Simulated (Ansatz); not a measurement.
# FePt: a single-point run

Wanted: a converged single-point run for FePt, and a check of what comes out. The structure is shown as the input types it.

Computed with Ansatz 0.2.0 (DFT, PBE, PAW with Ansatz's default frozen-core files, scalar-relativistic (as first typed), unless a step's input says otherwise).

## Step 1: The structure to begin with

It takes space group P4/mmm (No. 123, tetragonal). The conventional cell has a = 2.722 Å, b = 2.722 Å, c = 3.700 Å, α = 90.00°, β = 90.00°, γ = 90.00°. Fe (site symmetry 4/mmm) is surrounded by 8 Pt at 2.67 Å and 4 Fe at 2.72 Å. Pt (site symmetry 4/mmm) has 8 Fe at 2.67 Å and 4 Pt at 2.72 Å as nearest neighbours.

As a file:

```xyz
2
Lattice="2.7217 0.0000 0.0000 0.0000 2.7217 0.0000 0.0000 0.0000 3.7000" Properties=species:S:1:pos:R:3 pbc="T T T"
Fe    1.3608    1.3608    1.8500
Pt    0.0000    0.0000    0.0000
```

## Step 2: Running it

input.yaml reads:

```yaml
crystal:
  lattice:
    - [2.7216540008, 0.0, 0.0]
    - [0.0, 2.7216540008, 0.0]
    - [0.0, 0.0, 3.7]
  atoms:
    - { symbol: Fe, position: [0.5, 0.5, 0.5], spin: 3.0 }
    - { symbol: Pt, position: [0.0, 0.0, 0.0] }
magnetization:
  spin_polarized: true
kpoints:
  mp_grid: { grid: [12, 12, 9] }
  band_path:
    path:
      - [0.0, 0.0, 0.0]
      - [0.0, 0.5, 0.0]
      - [0.5, 0.5, 0.0]
      - [0.0, 0.0, 0.0]
      - [0.0, 0.0, 0.5]
      - [0.0, 0.5, 0.5]
      - [0.5, 0.5, 0.5]
      - [0.0, 0.0, 0.5]
      - [0.0, 0.5, 0.0]
    npoints: 8
scf:
  occupations: { method: fermi_dirac, width: 0.05 }
  mixing: { algorithm: anderson, beta: 0.001, ndim: 1 }
  max_iter: 50
hamiltonian:
  xc: pbe
  pseudopotentials: { kind: paw }
output:
  forces: true
  stress: true
  eigenvalues: true
  efg: { contact_densities: true }
  populations: true
```

Run with:

```bash
$ ansatz run input.yaml --threads 1 --pin off --max-ram 3072MiB --backend cpu --events-out ev --progress --plain --runs-dir out
```

**Question.** How will this run end, and is anything wrong with its input?

The run converged and reported no error, with warnings (gradients without spin orbit, stability check not made). Convergence says nothing about whether the input makes sense.

The suspect setting: scf.mixing.algorithm is anderson; scf.mixing.beta is 0.001; scf.mixing.ndim is 1. What could go wrong: mixing too weak. The residual crept for many cycles and then fell at once, which so weak a step can't do by itself: the program changed its mixing. Several mixing settings were changed at once, so this run can't tell how much each is to blame.

Run again and compare: delete scf.mixing.algorithm, scf.mixing.beta and scf.mixing.ndim (the default then holds).
